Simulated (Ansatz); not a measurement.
## Ru: single point with r2SCAN+D3(BJ)+ATM

Ru:

```xyz
2
Lattice="2.7058 0.0000 0.0000 -1.3529 2.3433 0.0000 0.0000 0.0000 4.2819" Properties=species:S:1:pos:R:3 pbc="T T T"
Ru    1.3529    0.7811    3.2114
Ru    0.0000    1.5622    1.0705
```

```
Program             : Ansatz 0.2.0
Task                : single point
Functional          : r2SCAN
Dispersion          : D3(BJ)+ATM
Potentials or basis : all-electron PAW datasets made for the crystal
Cutoff              : 280 eV (chosen from the basis error)
k mesh              : 11 × 11 × 6
Occupations         : gaussian, width 0.15 eV
Spin                : collinear spin, antiferromagnetic start
Starting moments    : [1.0, -1.0] μB
```

The pressure is -3.7 GPa and the band gap on the k mesh is none (metal or under the smearing width). The net moment is 0.00 μB per cell and the absolute moment is 0.00 μB per cell.

Stress tensor (GPa, compression positive):
```
-3.35  0.00  0.00
 0.00 -3.35  0.00
 0.00  0.00 -4.30
```

Levels at points of the mesh, in eV from the Fermi level:
Spin up:
```
            k point  band 14  band 15  band 16  band 17  band 18  band 19
 (0.00, 0.00, 0.00)    -1.92    -1.92    -1.39    -1.39     1.30     1.30
(0.00, 0.00, -0.50)    -2.80    -2.75    -2.75     0.63     0.63     0.63
```
Spin down:
| k point | band 12 | band 13 | band 14 | band 15 | band 16 | band 17 | band 18 | band 19 |
| --- | --- | --- | --- | --- | --- | --- | --- | --- |
| (0.00, 0.00, 0.00) | -2.62 | -2.44 | -1.92 | -1.92 | -1.39 | -1.39 | 1.30 | 1.30 |
| (0.00, 0.00, -0.50) | -2.80 | -2.80 | -2.80 | -2.75 | -2.75 | 0.63 | 0.63 | 0.63 |

It took 90 s on 1 thread of Arm Neoverse V1, on a shared host, peak memory 0.96 GiB.

Caveat: pairwise dispersion overbinds metals, which lowers pressure and volume; the starting moments weren't kept.
